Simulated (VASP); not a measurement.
Level of theory: PBEsol GGA, VASP's PBE PAW potentials (set 64) (plane waves; VASP 6.6.1).

Input for VASP

**KPOINTS**
```
Automatic mesh
0
Gamma
4 4 4
0 0 0
```

INCAR:
```
SYSTEM  =  CsPbI3
PREC  =  Accurate; ENCUT  =  400; LREAL  =  F
LASPH  =  T
EDIFF  =  1E-8; NELM  =  100; ALGO  =  Normal
LMAXMIX  =  4
ISMEAR  =  0; SIGMA  =  0.01
GGA  =  PS
IBRION  =  8; NSW  =  1
LWAVE  =  F; LCHARG  =  F
LEPSILON  =  T
```

**POSCAR**
```
CsPbI3
6.2088590
  1.0000000564   0.0000000000   0.0000000000
  0.0000000000   1.0000000564   0.0000000000
  0.0000000000   0.0000000000   1.0000000564
Cs Pb I
1 1 3
Cartesian
  0.0000000000   0.0000000000   0.0000000000
  0.5000000282   0.5000000282   0.5000000282
  0.5000000282   0.0000000000   0.5000000282
  0.0000000000   0.5000000282   0.5000000282
  0.5000000282   0.5000000282   0.0000000000
```

POTCAR, in this order: Cs_sv Pb_d I (PBE.64 set). Program: vasp_std.

Output of the run:

File OSZICAR:
```
...
RMM:   5    -0.609360280929E+01   -0.62309E-01   -0.21185E-02  1582   0.748E-01    0.132E-01
RMM:   6    -0.612509149832E+01   -0.31489E-01   -0.18639E-03  1560   0.250E-01    0.486E-02
RMM:   7    -0.612875970901E+01   -0.36682E-02   -0.38829E-04  1585   0.957E-02    0.305E-02
RMM:   8    -0.613102411856E+01   -0.22644E-02   -0.59137E-05  1574   0.398E-02    0.748E-03
RMM:   9    -0.613047464100E+01    0.54948E-03   -0.20367E-05  1610   0.172E-02    0.630E-03
RMM:  10    -0.613060420813E+01   -0.12957E-03   -0.60160E-06  1593   0.743E-03    0.242E-03
RMM:  11    -0.613063171940E+01   -0.27511E-04   -0.35715E-06  1636   0.365E-03    0.127E-03
RMM:  12    -0.613063208443E+01   -0.36503E-06   -0.69267E-06  1675   0.211E-03    0.149E-04
RMM:  13    -0.613063127962E+01    0.80481E-06   -0.23389E-06  1590   0.144E-03    0.798E-05
RMM:  14    -0.613063007347E+01    0.12061E-05   -0.26807E-06  1475   0.117E-03    0.283E-05
RMM:  15    -0.613063010111E+01   -0.27633E-07   -0.65930E-06  1267   0.110E-03    0.766E-06
 Linear response DOF=           4
 Linear response progress:
  Degree of freedom:   1/  4
       N       E                     dE             d eps       ncg     rms          rms(c)
RMM:   1    -0.192791558653E+00   -0.19279E+00    0.10015E-01  1658   0.969E-01
RMM:   2    -0.195323783948E+00   -0.25322E-02   -0.39834E-03  1573   0.217E-01    0.189E-02
RMM:   3    -0.195543639933E+00   -0.21986E-03   -0.39360E-04  1504   0.723E-02    0.747E-03
RMM:   4    -0.195597280616E+00   -0.53641E-04   -0.45333E-05  1583   0.246E-02    0.462E-03
RMM:   5    -0.195652795307E+00   -0.55515E-04   -0.10123E-05  1530   0.130E-02    0.117E-03
RMM:   6    -0.195646399772E+00    0.63955E-05   -0.83338E-07  1640   0.429E-03    0.689E-04
RMM:   7    -0.195638535605E+00    0.78642E-05   -0.25072E-07  1592   0.214E-03    0.262E-04
RMM:   8    -0.195641772076E+00   -0.32365E-05   -0.10903E-07  1563   0.924E-04    0.866E-05
RMM:   9    -0.195641651598E+00    0.12048E-06   -0.75329E-08  1637   0.457E-04    0.471E-05
RMM:  10    -0.195641115490E+00    0.53611E-06   -0.71319E-08  1664   0.287E-04    0.962E-06
RMM:  11    -0.195641154999E+00   -0.39510E-07   -0.72040E-08  1698   0.213E-04    0.254E-06
RMM:  12    -0.195641104806E+00    0.50193E-07   -0.70646E-08  1755   0.191E-04    0.245E-06
RMM:  13    -0.195641130172E+00   -0.25365E-07   -0.71536E-08  1510   0.181E-04    0.542E-07
RMM:  14    -0.195641130853E+00   -0.68139E-09   -0.68392E-08  1471   0.177E-04    0.319E-07
 Linear response progress:
  Degree of freedom:   2/  4
       N       E                     dE             d eps       ncg     rms          rms(c)
RMM:   1    -0.341293256629E+00   -0.34129E+00   -0.21908E-01  1460   0.381E+00
RMM:   2    -0.342451398746E+00   -0.11581E-02   -0.98541E-03  1415   0.597E-01    0.902E-02
RMM:   3    -0.342198454164E+00    0.25294E-03   -0.50415E-04  1474   0.139E-01    0.603E-02
RMM:   4    -0.341800466058E+00    0.39799E-03   -0.90703E-05  1470   0.582E-02    0.578E-03
RMM:   5    -0.341866536834E+00   -0.66071E-04   -0.11430E-05  1514   0.189E-02    0.338E-03
RMM:   6    -0.341874420532E+00   -0.78837E-05   -0.19017E-06  1555   0.710E-03    0.770E-04
RMM:   7    -0.341876730787E+00   -0.23103E-05   -0.33733E-07  1558   0.251E-03    0.445E-04
RMM:   8    -0.341881561205E+00   -0.48304E-05   -0.11862E-07  1548   0.123E-03    0.751E-05
RMM:   9    -0.341880946956E+00    0.61425E-06   -0.65947E-08  1607   0.659E-04    0.492E-05
RMM:  10    -0.341881342902E+00   -0.39595E-06   -0.45957E-08  1605   0.404E-04    0.129E-05
RMM:  11    -0.341881405143E+00   -0.62240E-07   -0.48249E-08  1686   0.297E-04    0.761E-06
RMM:  12    -0.341881430866E+00   -0.25723E-07   -0.28783E-08  1687   0.250E-04    0.190E-06
RMM:  13    -0.341881444237E+00   -0.13371E-07   -0.55097E-08  1662   0.228E-04    0.135E-06
RMM:  14    -0.341881450092E+00   -0.58557E-08   -0.53838E-08  1558   0.216E-04    0.674E-07
 Linear response progress:
  Degree of freedom:   3/  4
       N       E                     dE             d eps       ncg     rms          rms(c)
RMM:   1    -0.902040728051E-01   -0.90204E-01    0.58203E-02  2717   0.808E-01
RMM:   2    -0.901369360223E-01    0.67137E-04   -0.21294E-03  2358   0.241E-01    0.501E-02
RMM:   3    -0.903290127645E-01   -0.19208E-03   -0.32997E-04  2402   0.955E-02    0.131E-02
RMM:   4    -0.904215460072E-01   -0.92533E-04   -0.37198E-05  2391   0.284E-02    0.924E-03
RMM:   5    -0.905200990896E-01   -0.98553E-04   -0.13516E-05  2350   0.156E-02    0.272E-03
RMM:   6    -0.905236004602E-01   -0.35014E-05   -0.95274E-07  2485   0.531E-03    0.175E-03
RMM:   7    -0.905122035834E-01    0.11397E-04   -0.30908E-07  2239   0.248E-03    0.430E-04
RMM:   8    -0.905162068010E-01   -0.40032E-05   -0.67821E-08  2263   0.929E-04    0.252E-04
RMM:   9    -0.905168553355E-01   -0.64853E-06   -0.53386E-08  2314   0.631E-04    0.798E-05
RMM:  10    -0.905164364998E-01    0.41884E-06   -0.84088E-08  2429   0.302E-04    0.363E-05
RMM:  11    -0.905164817205E-01   -0.45221E-07   -0.96819E-08  2546   0.193E-04    0.892E-06
RMM:  12    -0.905163221436E-01    0.15958E-06    0.57729E-08  2569   0.147E-04    0.108E-05
RMM:  13    -0.905163561090E-01   -0.33965E-07    0.11311E-08  2667   0.130E-04    0.197E-06
RMM:  14    -0.905163420737E-01    0.14035E-07    0.14238E-07  2522   0.122E-04    0.141E-06
RMM:  15    -0.905163433111E-01   -0.12374E-08    0.10020E-07  2313   0.118E-04    0.106E-06
RMM:  16    -0.905163423570E-01    0.95410E-09    0.16529E-07  2204   0.117E-04    0.327E-07
RMM:  17    -0.905163439953E-01   -0.16384E-08    0.12866E-07  2096   0.117E-04    0.253E-07
RMM:  18    -0.905163434881E-01    0.50728E-09    0.15165E-07  2066   0.116E-04    0.193E-07
RMM:  19    -0.905163434120E-01    0.76083E-10    0.15542E-07  2040   0.116E-04    0.931E-08
 Linear response progress:
  Degree of freedom:   4/  4
       N       E                     dE             d eps       ncg     rms          rms(c)
RMM:   1    -0.897223001979E-01   -0.89722E-01    0.75543E-02  1904   0.918E-01
RMM:   2    -0.894845454872E-01    0.23775E-03   -0.13367E-03  1496   0.251E-01    0.785E-02
RMM:   3    -0.899259329557E-01   -0.44139E-03   -0.52047E-04  1571   0.103E-01    0.639E-02
RMM:   4    -0.901875346331E-01   -0.26160E-03   -0.73491E-05  1509   0.425E-02    0.225E-02
RMM:   5    -0.902855864443E-01   -0.98052E-04   -0.10794E-05  1595   0.179E-02    0.398E-03
RMM:   6    -0.902718395609E-01    0.13747E-04   -0.13498E-06  1525   0.581E-03    0.132E-03
RMM:   7    -0.902797810518E-01   -0.79415E-05   -0.20858E-07  1564   0.222E-03    0.417E-04
RMM:   8    -0.902775994764E-01    0.21816E-05   -0.64882E-08  1597   0.949E-04    0.122E-04
RMM:   9    -0.902773888898E-01    0.21059E-06   -0.31981E-08  1670   0.439E-04    0.123E-04
RMM:  10    -0.902773746285E-01    0.14261E-07   -0.41278E-08  1680   0.241E-04    0.280E-05
RMM:  11    -0.902774273778E-01   -0.52749E-07   -0.68123E-08  1604   0.183E-04    0.648E-06
RMM:  12    -0.902774137924E-01    0.13585E-07    0.22327E-08  1811   0.157E-04    0.271E-06
RMM:  13    -0.902774185899E-01   -0.47975E-08    0.16588E-07  1682   0.144E-04    0.169E-06
RMM:  14    -0.902774154098E-01    0.31801E-08    0.29030E-07  1523   0.140E-04    0.747E-07
RMM:  15    -0.902774173201E-01   -0.19103E-08    0.54310E-07  1390   0.139E-04    0.274E-07
RMM:  16    -0.902774158143E-01    0.15058E-08    0.51995E-07  1298   0.138E-04    0.284E-07
RMM:  17    -0.902774163453E-01   -0.53103E-09    0.53664E-07  1262   0.137E-04    0.203E-07
RMM:  18    -0.902774167049E-01   -0.35964E-09    0.52357E-07  1255   0.137E-04    0.908E-08
 Linear response finished
```

File OUTCAR:
```
------------------------ aborting loop because EDIFF is reached ----------------------------------------

 HEAD OF MICROSCOPIC STATIC DIELECTRIC TENSOR (INDEPENDENT PARTICLE, excluding Hartree and local field effects)
 ------------------------------------------------------
          10.225602     0.000000     0.000000
           0.000000    10.225602     0.000000
           0.000000     0.000000    10.225602
 ------------------------------------------------------

 MACROSCOPIC STATIC DIELECTRIC TENSOR (including local field effects in DFT)
 ------------------------------------------------------
           9.714830    -0.000000     0.000000
          -0.000000     9.714830     0.000000
          -0.000000     0.000000     9.714830
 ------------------------------------------------------

 PIEZOELECTRIC TENSOR (including local field effects)  for field in x, y, z        (e  Angst)
          XX          YY          ZZ          XY          YZ          ZX
  --------------------------------------------------------------------------------
  x     0.00000     0.00000     0.00000     0.00000     0.00000     0.00000
  y     0.00000     0.00000     0.00000     0.00000     0.00000     0.00000
  z     0.00000     0.00000     0.00000     0.00000     0.00000     0.00000

 PIEZOELECTRIC TENSOR (including local field effects)  for field in x, y, z        (C/m^2)
          XX          YY          ZZ          XY          YZ          ZX
  --------------------------------------------------------------------------------
  x     0.00000     0.00000     0.00000     0.00000     0.00000     0.00000
  y     0.00000     0.00000     0.00000     0.00000     0.00000     0.00000
  z     0.00000     0.00000     0.00000     0.00000     0.00000     0.00000

 BORN EFFECTIVE CHARGES (including local field effects) (in |e|, cummulative output)
 ---------------------------------------------------------------------------------
 ion    1
    1     1.69119    -0.00000    -0.00000
    2     0.00000     1.69119    -0.00000
    3     0.00000     0.00000     1.69119
 ion    2
    1     5.33932    -0.00000    -0.00000
    2    -0.00000     5.33932    -0.00000
    3    -0.00000     0.00000     5.33932
 ion    3
    1    -0.11908     0.00000     0.00000
    2    -0.00000    -6.79235     0.00000
    3    -0.00000    -0.00000    -0.11908
 ion    4
    1    -6.79235    -0.00000    -0.00000
    2     0.00000    -0.11908     0.00000
    3     0.00000     0.00000    -0.11908
 ion    5
    1    -0.11908     0.00000    -0.00000
    2     0.00000    -0.11908     0.00000
    3     0.00000     0.00000    -6.79235

   1 f  =    2.623147 THz    16.481720 2PiTHz   87.498772 cm-1    10.848460 meV
             X         Y         Z           dx          dy          dz
      0.000000  0.000000  0.000000    -0.000016   -0.013339   -0.000000
      3.104430  3.104430  3.104430    -0.000633   -0.512863    0.000000
      3.104430  0.000000  3.104430    -0.000112    0.848800    0.000000
      0.000000  3.104430  3.104430     0.001048   -0.090364    0.000000
      3.104430  3.104430  0.000000    -0.000112   -0.090364    0.000000

   2 f  =    2.623147 THz    16.481720 2PiTHz   87.498772 cm-1    10.848460 meV
             X         Y         Z           dx          dy          dz
      0.000000  0.000000  0.000000     0.000000    0.000000   -0.013339
      3.104430  3.104430  3.104430     0.000000    0.000000   -0.512863
      3.104430  0.000000  3.104430     0.000000   -0.000000   -0.090364
      0.000000  3.104430  3.104430    -0.000000    0.000000   -0.090364
      3.104430  3.104430  0.000000     0.000000    0.000000    0.848801

   3 f  =    2.623147 THz    16.481720 2PiTHz   87.498772 cm-1    10.848460 meV
             X         Y         Z           dx          dy          dz
      0.000000  0.000000  0.000000    -0.013339    0.000016   -0.000000
      3.104430  3.104430  3.104430    -0.512863    0.000633    0.000000
      3.104430  0.000000  3.104430    -0.090364   -0.001048    0.000000
      0.000000  3.104430  3.104430     0.848800    0.000112   -0.000000
      3.104430  3.104430  0.000000    -0.090364    0.000112   -0.000000

   4 f  =    0.438489 THz     2.755105 2PiTHz   14.626402 cm-1     1.813442 meV
             X         Y         Z           dx          dy          dz
      0.000000  0.000000  0.000000    -0.262341   -0.509319    0.000000
      3.104430  3.104430  3.104430     0.304595    0.591353   -0.000000
      3.104430  0.000000  3.104430    -0.108342    0.304518    0.000000
      0.000000  3.104430  3.104430     0.156852   -0.210339    0.000000
      3.104430  3.104430  0.000000    -0.108342   -0.210339   -0.000000

   5 f  =    0.438489 THz     2.755105 2PiTHz   14.626402 cm-1     1.813442 meV
             X         Y         Z           dx          dy          dz
      0.000000  0.000000  0.000000     0.509319   -0.262341    0.000000
      3.104430  3.104430  3.104430    -0.591353    0.304595   -0.000000
      3.104430  0.000000  3.104430     0.210339    0.156852    0.000000
      0.000000  3.104430  3.104430    -0.304518   -0.108342   -0.000000
      3.104430  3.104430  0.000000     0.210339   -0.108342   -0.000000

   6 f  =    0.438489 THz     2.755105 2PiTHz   14.626402 cm-1     1.813442 meV
             X         Y         Z           dx          dy          dz
      0.000000  0.000000  0.000000     0.000000    0.000000    0.572913
      3.104430  3.104430  3.104430    -0.000000   -0.000000   -0.665189
      3.104430  0.000000  3.104430     0.000000   -0.000000    0.236602
      0.000000  3.104430  3.104430    -0.000000    0.000000    0.236602
      3.104430  3.104430  0.000000     0.000000    0.000000   -0.342540

   7 f/i=    0.021143 THz     0.132846 2PiTHz    0.705259 cm-1     0.087441 meV
             X         Y         Z           dx          dy          dz
      0.000000  0.000000  0.000000     0.032629   -0.445413    0.027807
      3.104430  3.104430  3.104430     0.036091   -0.492675    0.030758
      3.104430  0.000000  3.104430     0.032377   -0.398788    0.027592
      0.000000  3.104430  3.104430     0.029214   -0.441966    0.027592
      3.104430  3.104430  0.000000     0.032377   -0.441966    0.024896

   8 f/i=    0.021143 THz     0.132846 2PiTHz    0.705259 cm-1     0.087441 meV
...
```
(Selected blocks of OUTCAR.)

### OUTCAR
```
 val. band max:        2.1404322760   @ k =   0.5000   0.5000   0.5000

 cond. band min:       3.2566506902   @ k =   0.5000   0.5000   0.5000


 Fermi energy:         2.1962146293

 k-point     1 :       0.0000    0.0000    0.0000
  band No.  band energies     occupation
      1     -19.4682      2.00000
      2     -14.7043      2.00000
      3     -14.7043      2.00000
      4     -14.6182      2.00000
      5     -14.6182      2.00000
      6     -14.6182      2.00000
      7     -10.6276      2.00000
      8      -9.6902      2.00000
      9      -9.6902      2.00000
     10      -6.2412      2.00000
     11      -6.2412      2.00000
     12      -6.2412      2.00000
     13      -4.9177      2.00000
     14      -1.9389      2.00000
     15      -1.9389      2.00000
     16      -1.9389      2.00000
     17       0.4672      2.00000
     18       0.4672      2.00000
     19       0.4672      2.00000
     20       0.6246      2.00000
     21       0.6246      2.00000
     22       0.6246      2.00000
     23       4.8519      0.00000
     24       5.8299      0.00000
     25       5.8299      0.00000
     26       6.2536      0.00000

 k-point     2 :       0.2500    0.0000    0.0000
  band No.  band energies     occupation
      1     -19.4680      2.00000
      2     -14.7043      2.00000
      3     -14.6955      2.00000
      4     -14.6186      2.00000
      5     -14.6186      2.00000
      6     -14.6182      2.00000
      7     -10.5347      2.00000
      8      -9.8165      2.00000
      9      -9.6887      2.00000
     10      -6.2376      2.00000
     11      -6.2376      2.00000
     12      -6.2325      2.00000
     13      -5.3044      2.00000
     14      -1.8838      2.00000
     15      -1.8838      2.00000
     16      -1.0166      2.00000
     17       0.3668      2.00000
     18       0.3668      2.00000
     19       0.3795      2.00000
     20       0.5506      2.00000
     21       0.5506      2.00000
     22       0.5820      2.00000
...
```

The dielectric response may not be converged in the k-mesh; for small gaps it tends to come out too large. Unless said otherwise, spin-orbit coupling is left out, though it shifts the bands of the heavy elements here.

The compound is CsPbI3 in the cubic perovskite structure, the ideal cubic form; the compound distorts at low or room temperature. It was relaxed first.
